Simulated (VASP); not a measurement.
## From an Ansatz input to VASP: YN (strained rocksalt)

Ansatz input

```yaml
crystal:
  lattice:
    - [0.0, 2.4970091073, 2.4970091073]
    - [2.4970091073, 0.0, 2.4970091073]
    - [2.4970091073, 2.4970091073, 0.0]
  atoms:
    - { symbol: "Y", position: [0.0, 0.0, 0.0] }
    - { symbol: "N", position: [0.5, 0.5, 0.5] }
kpoints:
  mp_grid: { grid: [10, 10, 10] }
  band_path:
    path:
      - [0.0, 0.0, 0.0]
      - [0.5, 0.0, 0.5]
      - [0.625, 0.25, 0.625]
      - [0.375, 0.375, 0.75]
      - [0.5, 0.5, 0.5]
      - [0.5, 0.25, 0.75]
      - [0.0, 0.5, 0.5]
    npoints: 1
hamiltonian:
  xc: r2scan
scf:
  occupations: { method: fixed }
  n_extra_bands: 4
output:
  forces: true
  stress: true
  eigenvalues: true
  write_density: true
  write_potential: true
  elf: true
  volumetric_format: npy
```

Task: Translate this input to VASP.

Result: 

INCAR

```
ISMEAR = 0
NELM = 120
LELF = .TRUE.
LASPH = .TRUE.
PREC = Accurate
NSW = 0
EDIFF = 1E-7
LREAL = .FALSE.
IBRION = -1
LWAVE = .FALSE.
NBANDS = 15
ISIF = 2
LCHARG = .TRUE.
METAGGA = R2SCAN
ENCUT = 520
SIGMA = 0.01
ALGO = Normal
```

KPOINTS

```
KPOINTS created by Atomic Simulation Environment
0
Gamma
10 10 10
0 0 0
```

KPOINTS_OPT

```
special points
7
Reciprocal
0.0000000000 0.0000000000 0.0000000000 1
0.5000000000 0.0000000000 0.5000000000 1
0.6250000000 0.2500000000 0.6250000000 1
0.3750000000 0.3750000000 0.7500000000 1
0.5000000000 0.5000000000 0.5000000000 1
0.5000000000 0.2500000000 0.7500000000 1
0.0000000000 0.5000000000 0.5000000000 1
```

POSCAR

```
Y  N
 1.0000000000000000
     0.0000000000000000    2.4970091072999998    2.4970091072999998
     2.4970091072999998    0.0000000000000000    2.4970091072999998
     2.4970091072999998    2.4970091072999998    0.0000000000000000
 Y   N
   1   1
Cartesian
  0.0000000000000000  0.0000000000000000  0.0000000000000000
  2.4970091072999998  2.4970091072999998  2.4970091072999998
```

VASP ran with the recommended PBE PAW datasets (16 valence electrons in the cell). Other inputs would serve too.

```json
{"": "gap between bands v and c", "Ansatz": "0.67 eV", "VASP": "0.69 eV"}
{"": "least direct gap", "Ansatz": "1.12 eV", "VASP": "1.14 eV"}
{"": "pressure", "Ansatz": "-8.9 GPa", "VASP": "-8.9 GPa"}
```

Each program uses its own PAW datasets. VASP's cell holds 16 valence electrons and Ansatz's 16. Ansatz's stress includes a Pulay correction; VASP's doesn't.
